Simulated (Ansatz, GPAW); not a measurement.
# 1,4-phenylene between two Pt chains: relaxation, then transmission at several levels, part 3 of 3

How well does 1,4-phenylene between two Pt chains conduct once its atoms have relaxed, and how much do cheaper levels lose?

GPAW 26.7.0 and Ansatz 0.2.0; Ansatz plane waves; relaxation of the junction with the lead ends held; PAW set soft_1 (the session's first sound run).

So far, transmission at the Fermi level (one spin): step 3 (plane waves, PBE) 1.19. Also conductance of the perfect lead (G₀): step 3 4.00.

### Step 4. Double-zeta polarised basis

Localised orbitals split the wire into layers that couple to their neighbours alone, which is what the Green's function method needs; double zeta with polarisation is the usual level for numbers.

This step: GPAW LCAO, PAW setups; Landauer transmission from Green's functions with principal layers (ASE), zero bias (GPAW 26.7.0).

The input, run.py:

```python
import json
import numpy as np
from ase import Atoms
from ase.transport.calculators import TransportCalculator
from gpaw import GPAW, FermiDirac
from gpaw.lcao.tools import get_lcao_hamiltonian
from scipy.linalg import eigh

# The junction with lead layers at both ends, along the third cell vector
device = Atoms(
    ['Pt', 'Pt', 'Pt', 'Pt', 'Pt', 'Pt', 'Pt', 'Pt', 'C', 'H', 'H', 'C', 'C', 'C', 'C', 'H', 'H', 'C', 'Pt', 'Pt', 'Pt', 'Pt', 'Pt', 'Pt', 'Pt', 'Pt'],
    positions=[
        [5.39909, 4.50000, 1.20000],
        [5.39909, 4.50000, 3.60000],
        [5.39909, 4.50000, 6.00000],
        [5.39909, 4.50000, 8.40000],
        [5.39909, 4.50000, 10.80000],
        [5.39909, 4.50000, 13.20000],
        [4.89612, 4.47790, 15.64571],
        [5.75000, 4.48605, 18.01873],
        [5.38630, 4.48479, 19.98736],
        [7.56604, 4.54538, 20.25458],
        [3.22314, 4.42531, 20.23740],
        [6.59284, 4.51766, 20.75098],
        [4.18514, 4.45185, 20.75076],
        [6.59174, 4.51473, 22.15589],
        [4.18355, 4.44965, 22.15374],
        [7.56285, 4.53900, 22.65610],
        [3.22148, 4.42255, 22.66668],
        [5.38430, 4.48137, 22.91764],
        [5.74919, 4.50396, 24.88583],
        [4.89726, 4.47609, 27.26208],
        [5.39909, 4.50000, 29.70965],
        [5.39909, 4.50000, 32.10965],
        [5.39909, 4.50000, 34.50965],
        [5.39909, 4.50000, 36.90965],
        [5.39909, 4.50000, 39.30965],
        [5.39909, 4.50000, 41.70965]],
    cell=[[10.79818, 0.0, 0.0], [0.0, 9.0, 0.0], [0.0, 0.0, 42.90965]],
    pbc=True)

# One principal layer of the lead: the first 5 atoms of the device
lead = Atoms(
    ['Pt', 'Pt', 'Pt', 'Pt', 'Pt'],
    positions=[
        [5.39909, 4.50000, 1.20000],
        [5.39909, 4.50000, 3.60000],
        [5.39909, 4.50000, 6.00000],
        [5.39909, 4.50000, 8.40000],
        [5.39909, 4.50000, 10.80000]],
    cell=[[10.79818, 0.0, 0.0], [0.0, 9.0, 0.0], [0.0, 0.0, 12.0]],
    pbc=True)

settings = dict(mode='lcao', basis='dzp', xc='PBE', h=0.2,
                occupations=FermiDirac(0.1), maxiter=250,
                mixer=dict(beta=0.1, nmaxold=8, weight=100.0),
                convergence=dict(density=0.0001))
energies = np.arange(-2, 2 + 1e-9, 0.025)
eta = 0.0001
n1, n2 = 1, 1
# k and -k transmit alike, so half of the mesh across the current serves
mesh = [(i, j) for i in range(n1) for j in range(n2) if (i, j) <= (-i % n1, -j % n2)]
weights = np.array([1 if (i, j) == (-i % n1, -j % n2) else 2 for i, j in mesh]) / (n1 * n2)

# [... helper functions left out ...]
fermi_lead = ground_state(lead, (1, 1, 10), 'lead.txt')
fermi_device = ground_state(device, (1, 1, 2), 'device.txt')
# [... loop over the mesh left out, but for ...]
        # Shift the lead onto the potential of the device's first layer
        shift = ((H[:, 0, 0] - H0[:, 0, 0]) / S0[0, 0]).real.mean()
# [...]
kT = 8.617333e-5 * 300
bias = [0.1, 0.2, 0.5, 1.0, 1.5, 2.0]
# [... integrals and printing left out ...]
```

Run with:

```
$ OMP_NUM_THREADS=1 OPENBLAS_NUM_THREADS=1 python run.py
```

Numbers of over 12 decimals in the logs are rounded to 6 here.

Output:

```text
basis functions: device 530, principal layer 135
Fermi level: lead -4.7602 eV, device -4.6378 eV; lead shifted by 0.0014 eV
largest coupling past the next layer 8.09e-06 eV, largest misfit of the first layer 0.198 eV
  E-E_F (eV)   T (one spin)  [channel counts left out]
    -2.000    1.0574e+00
    -1.975    1.0611e+00
    -1.950    1.0646e+00
    -1.925    1.0681e+00
    -1.900    1.0717e+00
    -1.875    1.0755e+00
    -1.850    1.0793e+00
    -1.825    1.0832e+00
    -1.800    1.0871e+00
    -1.775    1.0910e+00
    -1.750    1.0950e+00
    -1.725    1.0991e+00
    -1.700    1.1032e+00
    -1.675    1.1077e+00
    -1.650    1.1127e+00
    -1.625    1.1185e+00
[...]
1.825    2.3420e-02
     1.850    2.2937e-02
     1.875    2.2470e-02
     1.900    2.2019e-02
     1.925    2.1581e-02
     1.950    2.1157e-02
     1.975    2.0746e-02
     2.000    2.0346e-02
conductance at 300 K: 1.1696 G0 a cell; thermopower -4.115 uV/K
current from the zero-bias T(E) at 0.1 V: 8.9664 uA
current from the zero-bias T(E) at 0.2 V: 17.388 uA
current from the zero-bias T(E) at 0.5 V: 36.963 uA
current from the zero-bias T(E) at 1.0 V: 64.222 uA
current from the zero-bias T(E) at 1.5 V: 88.516 uA
current from the zero-bias T(E) at 2.0 V: 112.77 uA
```

Wall time 6.9 min (1 thread of Arm Neoverse V1, shared host); peak memory 1.8 GiB.

This step gave:

| Item | Value |
| --- | --- |
| conductance | 1.170 G₀ |
| thermopower | -4.115 μV/K |
| largest coupling past the next principal layer | 8.09e-6 eV |
| largest misfit of the first principal layer | 0.1979 eV |
| shift that aligns the lead | 0.001365 eV |
| basis functions of the junction | 530 |
| basis functions of a principal layer | 135 |
| transmission at the Fermi level (one spin) | 1.206 |

One spin. Table of transmission, zone mean by energy, zero at the Fermi level:

energy (eV), transmission, zone mean and a bar:
```
   -2.000       1.06 #########################
   -1.800       1.09 ##########################
   -1.600       1.13 ###########################
   -1.475       1.17 ############################
   -1.400       1.06 #########################
   -1.200       1.17 ############################
   -1.000       1.23 ##############################
   -0.925       1.25 ##############################
   -0.800       1.10 ##########################
   -0.600       1.22 #############################
   -0.450       1.18 ############################
   -0.400       1.11 ##########################
   -0.200       0.77 ##################
    0.000       1.21 #############################
    0.025       1.22 #############################
    0.200       0.71 #################
    0.400       0.29 #######
    0.600       0.17 ####
    0.800       0.09 ##
    1.000       0.06 #
    1.200       0.04 #
    1.400       0.04 
    1.600       0.03 
    1.800       0.02 
    2.000       0.02
```

Not self-consistent under bias; the bias window is split evenly. The current through one cell, from the zero-bias transmission by bias:

```tsv
bias (V)	current through one cell, from the zero-bias transmission (μA)
0.100	8.97
0.200	17.4
0.500	37.0
1.000	64.2
1.500	88.5
2.000	113
```

Table of transmission of the three most open eigenchannels by energy, zero at the Fermi level:

```tsv
energy (eV)	channel 1	channel 2	channel 3
-2.000	0.996	0.0610	1.1e-6
-1.800	0.996	0.0907	6.6e-5
-1.600	0.986	0.140	2.1e-4
-1.400	0.886	0.178	3.9e-4
-1.200	0.981	0.187	5.7e-4
-1.000	0.970	0.262	6.9e-4
-0.800	0.847	0.241	0.00813
-0.600	0.992	0.152	0.0431
-0.400	0.959	0.136	0.00864
-0.200	0.570	0.196	0.00167
0.000	0.970	0.235	4.8e-4
0.200	0.520	0.186	1.0e-4
0.400	0.183	0.108	9.5e-6
0.600	0.154	0.0177	3.1e-6
0.800	0.0865	7.3e-10	9.1e-12
1.000	0.0598	7.3e-10	0
1.200	0.0449	7.4e-10	0
1.400	0.0353	7.4e-10	0
1.600	0.0287	7.4e-10	0
1.800	0.0239	7.4e-10	0
2.000	0.0203	7.3e-10	0
```

At the Fermi level T is 1.21 against 1.19 in plane waves. Couplings past the next layer reach 8.1e-6 eV, small enough to drop; the matrix elements of the cell's first layer differ from the bulk lead's by up to 0.20 eV. That layer keeps its own values in the calculation, and only beyond it is the lead taken as perfect. The Fermi levels of lead and junction count from different zeros of potential, one for each periodic cell; with both set to zero, the small remaining shift is what aligns them. Without spin-orbit coupling, which is large for these atoms, channel counts and T are those of the scalar-relativistic bands. By hand: G = 1.170 × 77.48 μS = 90.6 μS, a resistance of 11.0 kΩ; at 0.1 V a linear junction would pass 9.06 μA, and the integral over the bias window gives 8.97 μA. Mott's formula, S = -(π²/3)(k_B²T/e) d ln T/dE, has the prefactor 7.33 μV/K·eV at 300 K; T = 1.167 at -0.025 eV and 1.223 at 0.025 eV give a slope of 0.934 per eV and S = -6.85 μV/K, beside -4.12 μV/K from the thermal integral, which interpolates the same grid.

### Step 5. Single-zeta polarised basis

The second zeta is dropped, the polarisation orbitals stay.

Changes to run.py since step 4:

```diff
@@ -53,3 +53,3 @@
 
-settings = dict(mode='lcao', basis='dzp', xc='PBE', h=0.2,
+settings = dict(mode='lcao', basis='szp(dzp)', xc='PBE', h=0.2,
                 occupations=FermiDirac(0.1), maxiter=250,
```

Output:

```text
basis functions: device 310, principal layer 75
Fermi level: lead -4.8873 eV, device -4.8910 eV; lead shifted by -0.0007 eV
largest coupling past the next layer 8.13e-06 eV, largest misfit of the first layer 0.212 eV
  E-E_F (eV)   T (one spin)  [channel counts left out]
    -2.000    1.0324e+00
    -1.975    1.0353e+00
    -1.950    1.0379e+00
[...]
1.975    1.4606e-02
     2.000    1.4299e-02
conductance at 300 K: 1.1341 G0 a cell; thermopower 14.43 uV/K
current from the zero-bias T(E) at 0.1 V: 8.6598 uA
current from the zero-bias T(E) at 0.2 V: 16.615 uA
current from the zero-bias T(E) at 0.5 V: 33.718 uA
current from the zero-bias T(E) at 1.0 V: 57.844 uA
current from the zero-bias T(E) at 1.5 V: 80.309 uA
current from the zero-bias T(E) at 2.0 V: 101.98 uA
```

Wall time 3.8 min (1 thread); peak memory 1.7 GiB.

This step gave:

```
conductance                                    : 1.134 G₀
thermopower                                    : 14.43 μV/K
largest coupling past the next principal layer : 8.13e-6 eV
largest misfit of the first principal layer    : 0.2120 eV
shift that aligns the lead                     : -6.72e-4 eV
basis functions of the junction                : 310
basis functions of a principal layer           : 75
transmission at the Fermi level (one spin)     : 1.184
```

The conductance, 1.13 G₀, lies 3.0 % below that of the dzp run.

### Step 6. GPAW, sz: basis = "sz(dzp)"

The minimal basis is the cheapest rung: no second zeta and no polarisation.

Changes to run.py since step 5:

```diff
@@ -53,3 +53,3 @@
 
-settings = dict(mode='lcao', basis='szp(dzp)', xc='PBE', h=0.2,
+settings = dict(mode='lcao', basis='sz(dzp)', xc='PBE', h=0.2,
                 occupations=FermiDirac(0.1), maxiter=250,
```

Output:

```text
basis functions: device 220, principal layer 60
Fermi level: lead -4.9056 eV, device -4.9430 eV; lead shifted by 0.0032 eV
largest coupling past the next layer 8.11e-06 eV, largest misfit of the first layer 0.081 eV
  E-E_F (eV)   T (one spin)  [channel counts left out]
    -2.000    1.0323e+00
    -1.975    1.0374e+00
    -1.950    1.0352e+00
[...]
1.975    1.5781e-02
     2.000    1.5528e-02
conductance at 300 K: 1.0139 G0 a cell; thermopower 23.99 uV/K
current from the zero-bias T(E) at 0.1 V: 7.7717 uA
current from the zero-bias T(E) at 0.2 V: 15.037 uA
current from the zero-bias T(E) at 0.5 V: 30.988 uA
current from the zero-bias T(E) at 1.0 V: 54.483 uA
current from the zero-bias T(E) at 1.5 V: 74.884 uA
current from the zero-bias T(E) at 2.0 V: 93.816 uA
```

It took 3.4 min on 1 thread; peak memory 1.6 GiB.

This step gave:

* conductance: 1.014 G₀
* thermopower: 23.99 μV/K
* largest coupling past the next principal layer: 8.11e-6 eV
* largest misfit of the first principal layer: 0.08105 eV
* shift that aligns the lead: 0.003202 eV
* basis functions of the junction: 220
* basis functions of a principal layer: 60
* transmission at the Fermi level (one spin): 1.043

The conductance, 1.01 G₀, lies 13 % below that of the dzp run.

### Step 7. RPBE in the dzp basis: xc = "RPBE"

Back in the dzp basis, the functional changes from PBE to RPBE, to set the spread between functionals beside that between bases.

Changes to run.py since step 6:

```diff
@@ -53,3 +53,3 @@
 
-settings = dict(mode='lcao', basis='sz(dzp)', xc='PBE', h=0.2,
+settings = dict(mode='lcao', basis='dzp', xc='RPBE', h=0.2,
                 occupations=FermiDirac(0.1), maxiter=250,
```

Output:

```text
basis functions: device 530, principal layer 135
Fermi level: lead -4.6551 eV, device -4.5343 eV; lead shifted by 0.0013 eV
largest coupling past the next layer 8.00e-06 eV, largest misfit of the first layer 0.195 eV
  E-E_F (eV)   T (one spin)  [channel counts left out]
    -2.000    1.0552e+00
    -1.975    1.0587e+00
    -1.950    1.0621e+00
[...]
1.975    2.0068e-02
     2.000    1.9652e-02
conductance at 300 K: 1.1753 G0 a cell; thermopower -3.011 uV/K
current from the zero-bias T(E) at 0.1 V: 9.0092 uA
current from the zero-bias T(E) at 0.2 V: 17.467 uA
current from the zero-bias T(E) at 0.5 V: 37.012 uA
current from the zero-bias T(E) at 1.0 V: 63.857 uA
current from the zero-bias T(E) at 1.5 V: 88.307 uA
current from the zero-bias T(E) at 2.0 V: 112.5 uA
```

Run time: 6.7 min. Hardware: 1 thread; peak memory 1.8 GiB.

This step gave:

| Property | Result |
| --- | --- |
| conductance | 1.175 G₀ |
| thermopower | -3.011 μV/K |
| largest coupling past the next principal layer | 8.00e-6 eV |
| largest misfit of the first principal layer | 0.1945 eV |
| shift that aligns the lead | 0.001333 eV |
| basis functions of the junction | 530 |
| basis functions of a principal layer | 135 |
| transmission at the Fermi level (one spin) | 1.212 |

The conductance, 1.18 G₀, lies 0.5 % above that of the dzp run.

### Step 8. Without the relaxation: geometry = "as built"

The dzp basis with PBE on the structure as first built shows what the relaxation was worth.

Changes to run.py since step 7:

```diff
@@ -18,16 +18,16 @@
         [5.39909, 4.50000, 13.20000],
-        [4.89612, 4.47790, 15.64571],
-        [5.75000, 4.48605, 18.01873],
-        [5.38630, 4.48479, 19.98736],
-        [7.56604, 4.54538, 20.25458],
-        [3.22314, 4.42531, 20.23740],
-        [6.59284, 4.51766, 20.75098],
-        [4.18514, 4.45185, 20.75076],
-        [6.59174, 4.51473, 22.15589],
-        [4.18355, 4.44965, 22.15374],
-        [7.56285, 4.53900, 22.65610],
-        [3.22148, 4.42255, 22.66668],
-        [5.38430, 4.48137, 22.91764],
-        [5.74919, 4.50396, 24.88583],
-        [4.89726, 4.47609, 27.26208],
+        [5.39909, 4.50000, 15.60000],
+        [5.39909, 4.50000, 18.00000],
+        [5.39909, 4.50000, 20.06000],
+        [7.54818, 4.50000, 20.21405],
+        [3.25000, 4.50000, 20.21405],
+        [6.60705, 4.50000, 20.75741],
+        [4.19114, 4.50000, 20.75741],
+        [6.60705, 4.50000, 22.15224],
+        [4.19114, 4.50000, 22.15224],
+        [7.54818, 4.50000, 22.69560],
+        [3.25000, 4.50000, 22.69560],
+        [5.39909, 4.50000, 22.84965],
+        [5.39909, 4.50000, 24.90965],
+        [5.39909, 4.50000, 27.30965],
         [5.39909, 4.50000, 29.70965],
@@ -53,3 +53,3 @@
 
-settings = dict(mode='lcao', basis='dzp', xc='RPBE', h=0.2,
+settings = dict(mode='lcao', basis='dzp', xc='PBE', h=0.2,
                 occupations=FermiDirac(0.1), maxiter=250,
```

Output:

```text
basis functions: device 530, principal layer 135
Fermi level: lead -4.7602 eV, device -4.6117 eV; lead shifted by -0.0092 eV
largest coupling past the next layer 8.09e-06 eV, largest misfit of the first layer 0.128 eV
  E-E_F (eV)   T (one spin)  [channel counts left out]
    -2.000    1.2738e+00
    -1.975    1.2672e+00
    -1.950    1.2602e+00
[...]
1.975    3.6425e-03
     2.000    3.4349e-03
conductance at 300 K: 1.0749 G0 a cell; thermopower -2.686 uV/K
current from the zero-bias T(E) at 0.1 V: 8.327 uA
current from the zero-bias T(E) at 0.2 V: 16.641 uA
current from the zero-bias T(E) at 0.5 V: 41.216 uA
current from the zero-bias T(E) at 1.0 V: 78.462 uA
current from the zero-bias T(E) at 1.5 V: 104.06 uA
current from the zero-bias T(E) at 2.0 V: 124.45 uA
```

Elapsed: 4.7 min, on 1 thread; peak memory 1.8 GiB.

This step gave:

| Item | Value |
| --- | --- |
| conductance | 1.075 G₀ |
| thermopower | -2.686 μV/K |
| largest coupling past the next principal layer | 8.09e-6 eV |
| largest misfit of the first principal layer | 0.1283 eV |
| shift that aligns the lead | -0.009179 eV |
| transmission at the Fermi level (one spin) | 1.075 |

One spin. Transmission, zone mean against energy, zero at the Fermi level:

```tsv
energy (eV)	transmission, zone mean
-2.000	1.27
-1.800	1.21
-1.600	1.15
-1.400	1.10
-1.200	1.04
-1.000	0.998
-0.800	1.00
-0.600	0.973
-0.400	1.07
-0.350	1.21
-0.200	1.00
0.000	1.08
0.200	1.10
0.300	1.12
0.400	0.803
0.600	0.396
0.800	0.0562
1.000	0.0319
1.200	0.0197
1.400	0.0127
1.600	0.00829
1.800	0.00540
2.000	0.00343
```

The conductance, 1.07 G₀, lies 8.1 % below that of the dzp run.

### Step 9. The ladder

Times are wall times on the hardware named with each run. The runs compared:

```tsv
no.	run	conductance (G₀)	time	memory (GiB)
1	pw PBE	1.176	5.7 min	6.8
2	dzp	1.170	6.9 min	1.8
3	szp	1.134	3.8 min	1.7
4	sz	1.014	3.4 min	1.6
5	dzp RPBE	1.175	6.7 min	1.8
6	asbuilt	1.075	4.7 min	1.8
```

### Step 10. The levels side by side

The curves are compared point by point over the common energies.

This step: comparison of transmission and cost over codes, levels and geometry; PAW set soft_1 (GPAW 26.7.0).

Ladder, by row:

```tsv
step	code	T at the Fermi level (sum over the listed spins)	conductance (G0)	r.m.s. T(E) from the first	wall time (s)	peak memory (GiB)	threads
pw-pbe	Ansatz	1.195	1.176	0	343.5	6.838	4
dzp	GPAW	1.206	1.17	0.0866	414	1.78	1
szp	GPAW	1.184	1.134	0.1632	230.4	1.71	1
sz	GPAW	1.043	1.014	0.2205	203.8	1.65	1
dzp-RPBE	GPAW	1.212	1.175	0.09247	401.8	1.78	1
asbuilt	GPAW	1.075	1.075	0.1957	284.2	1.78	1
```

Transmission, zone mean, sum over the listed spins against energy, zero at the Fermi level:

```tsv
energy (eV)	pw-pbe	dzp	szp	sz	dzp-RPBE	asbuilt
-2.000	1.06	1.06	1.03	1.03	1.06	1.27
-1.900	1.08	1.07	1.04	0.0666	1.07	1.25
-1.800	1.09	1.09	1.05	0.928	1.08	1.21
-1.700	1.11	1.10	1.02	0.954	1.10	1.18
-1.600	1.15	1.13	0.978	0.961	1.12	1.15
-1.500	1.17	1.16	1.04	0.988	1.16	1.14
-1.450	1.20	1.16	1.07	0.985	1.07	1.12
-1.400	1.07	1.06	1.07	0.989	1.08	1.10
-1.300	1.18	1.15	1.09	1.00	1.14	1.07
-1.200	1.22	1.17	1.11	1.04	1.16	1.04
-1.100	1.26	1.20	1.13	1.04	1.19	1.01
-1.000	1.29	1.23	1.14	1.03	1.23	0.998
-0.975	1.29	1.24	1.14	1.02	1.24	0.998
-0.925	1.26	1.25	1.12	0.993	1.25	1.00
-0.900	1.21	1.24	1.11	0.972	1.23	1.01
-0.800	1.08	1.10	0.994	0.839	1.10	1.00
-0.700	1.27	0.979	0.891	0.744	0.993	0.997
-0.600	1.27	1.22	1.15	1.06	1.21	0.973
-0.500	0.946	1.08	1.15	1.13	1.12	0.988
-0.475	0.888	1.14	1.16	1.14	1.17	1.02
-0.400	1.04	1.11	1.01	1.02	1.08	1.07
-0.300	0.808	1.09	1.05	1.03	1.07	1.03
-0.200	0.923	0.768	0.790	0.783	0.786	1.00
-0.100	1.07	0.997	1.18	1.21	1.02	1.03
-0.075	1.11	1.06	1.24	1.24	1.08	1.04
-0.050	1.14	1.12	1.26	1.22	1.13	1.05
0.000	1.19	1.21	1.18	1.04	1.21	1.08
0.025	1.21	1.22	1.10	0.926	1.22	1.09
0.100	1.15	1.10	0.770	0.606	1.09	1.11
0.200	0.832	0.706	0.444	0.350	0.698	1.10
0.300	0.492	0.412	0.287	0.240	0.410	1.12
0.400	0.325	0.291	0.216	0.185	0.291	0.803
0.500	0.235	0.220	0.165	0.145	0.220	0.575
0.600	0.185	0.172	0.125	0.112	0.173	0.396
0.700	0.149	0.129	0.0817	0.0754	0.130	0.169
0.800	0.1000	0.0865	0.0637	0.0599	0.0877	0.0562
0.900	0.0781	0.0708	0.0524	0.0498	0.0716	0.0418
1.000	0.0655	0.0598	0.0442	0.0423	0.0603	0.0319
1.100	0.0563	0.0514	0.0378	0.0366	0.0517	0.0249
1.200	0.0491	0.0449	0.0329	0.0321	0.0450	0.0197
1.300	0.0433	0.0396	0.0289	0.0284	0.0395	0.0157
1.400	0.0385	0.0353	0.0256	0.0255	0.0351	0.0127
1.500	0.0345	0.0317	0.0229	0.0230	0.0314	0.0102
1.600	0.0311	0.0287	0.0206	0.0210	0.0283	0.00829
1.700	0.0282	0.0261	0.0187	0.0193	0.0256	0.00671
1.800	0.0257	0.0239	0.0170	0.0178	0.0234	0.00540
1.900	0.0235	0.0220	0.0156	0.0166	0.0214	0.00433
2.000	0.0216	0.0203	0.0143	0.0155	0.0197	0.00343
```

### Step 11. What came out

```
conductance                                        : 1.17 G₀
transmission at the Fermi level, mean of the spins : 1.21
thermopower                                        : -4.12 μV/K
```

What this shows: In the dzp basis the junction conducts 1.17 G₀ at 300 K, with T = 1.21 a spin at the Fermi level; the szp basis reaches that conductance within 10 %. Relaxation moved atoms by up to 0.51 Å and took the conductance from 1.07 to 1.17 G₀, as a ratio a smaller change than the step from dzp to the minimal basis. Plane waves (PBE) give T = 1.19 there. At the Fermi level two eigenchannels carry the current (0.97 and 0.23). Measured against the first run (pw-pbe), the nearest curve is that of dzp (r.m.s. 0.087) and the farthest that of sz (0.22). Over the compared runs wall time goes from 204 s (sz) to 414 s (dzp), on a shared host; the plane-wave run used 4 threads and the orbital runs 1. The leads kept an estimated spacing and the cell its length, so the junction may be under some tension or compression. The run had no spin polarisation, so a magnetic state, which chains and small molecules with open shells often have, wasn't tested. Spin-orbit coupling is left out, which matters for the heavy atoms here. Semilocal functionals put molecular levels too near the Fermi level, so such conductances usually come out too high, and chain electrodes have a sharper density of states than real ones. An evenly spaced straight chain is an idealisation: free chains tend to dimerise, zigzag or, where a band edge lies near the Fermi level, turn magnetic. The currents use the zero-bias T(E) throughout, which holds only while the bias is small against the distance to the nearest feature.

[Logs are printed without paths, hosts, clocks, repeated set-up lines and the standing remarks that a program may print on its own settings, such as how far it seeks lower states.]

[Hosts, paths, dates, database ids (printed as entryN), source tags and the programs' standing remarks are cut or masked in the printed files.]
